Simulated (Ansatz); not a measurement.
# FeS2: the cost of one run

Program: Ansatz 0.2.0. Level of theory: DFT PBE+U (U_eff = 4 eV on Fe 3d), scalar-relativistic, plane waves, PAW. These are calculated values, not measurements.

1 further run of the same task is left out (it didn't finish).

**1. The structure to begin with**

The structure is cubic, space group Pa-3 (No. 205). The conventional cell has a = 5.418 Å, b = 5.418 Å, c = 5.418 Å, α = 90.00°, β = 90.00°, γ = 90.00°. Fe (site symmetry -3) has 6 S at 2.27 Å as nearest neighbours. Around S (site symmetry 3) lie 1 S at 2.10 Å and 3 Fe at 2.27 Å.

As a file:

```
CELL_PARAMETERS angstrom
5.41780 0.00000 0.00000
0.00000 5.41780 0.00000
0.00000 0.00000 5.41780
ATOMIC_POSITIONS crystal
Fe 0.00000 0.00000 0.00000
Fe 0.50000 0.00000 0.50000
Fe 0.50000 0.50000 0.00000
Fe 0.00000 0.50000 0.50000
S 0.38785 0.38785 0.38785
S 0.11215 0.61215 0.88785
S 0.88785 0.11215 0.61215
S 0.61215 0.88785 0.11215
S 0.61215 0.61215 0.61215
S 0.88785 0.38785 0.11215
S 0.11215 0.88785 0.38785
S 0.38785 0.11215 0.88785
```

At PBE+U (U_eff = 4 eV on Fe 3d), an earlier run found 6.16 GPa for this cell of 13.252 Å³/atom (4×4×4 mesh). The cell is compressed at this level.

**2. Coarse mesh, to find the state of the open shells**

input.yaml

```yaml
crystal:
  lattice:
    - [5.4178, 0.0, 0.0]
    - [0.0, 5.4178, 0.0]
    - [0.0, 0.0, 5.4178]
  atoms:
    - { symbol: Fe, position: [0.0, 0.0, 0.0], spin: 4.0 }
    - { symbol: Fe, position: [0.5, 0.0, 0.5], spin: 4.0 }
    - { symbol: Fe, position: [0.5, 0.5, 0.0], spin: 4.0 }
    - { symbol: Fe, position: [0.0, 0.5, 0.5], spin: -4.0 }
    - { symbol: S, position: [0.3878472029, 0.3878472029, 0.3878472029] }
    - { symbol: S, position: [0.1121527971, 0.6121527971, 0.8878472029] }
    - { symbol: S, position: [0.8878472029, 0.1121527971, 0.6121527971] }
    - { symbol: S, position: [0.6121527971, 0.8878472029, 0.1121527971] }
    - { symbol: S, position: [0.6121527971, 0.6121527971, 0.6121527971] }
    - { symbol: S, position: [0.8878472029, 0.3878472029, 0.1121527971] }
    - { symbol: S, position: [0.1121527971, 0.8878472029, 0.3878472029] }
    - { symbol: S, position: [0.3878472029, 0.1121527971, 0.8878472029] }
basis:
  ecutwfc: 420
  ecutrho_ratio: 4
kpoints:
  mp_grid: { grid: [3, 3, 3] }
hamiltonian:
  xc: pbe
  hubbard: { sites: [{ species: Fe, l: d, u_eff: 4.0 }] }
scf:
  occupations: { method: gaussian, width: 0.05 }
output:
  forces: true
  stress: true
  eigenvalues: true
  populations: true
  hubbard: { sites: [{ species: Fe, l: d }] }
magnetization:
  spin_polarized: true
```

Launch:

```sh
ansatz run input.yaml --threads 4 --pin off --max-ram 10240MiB --backend cpu --events-out ev --progress --plain --runs-dir out
```

**Question.** How long does this run take on 4 threads of Arm Neoverse V1, shared host, and how much memory does it need?

About 4.5 min, with a peak of 1.5 GiB.
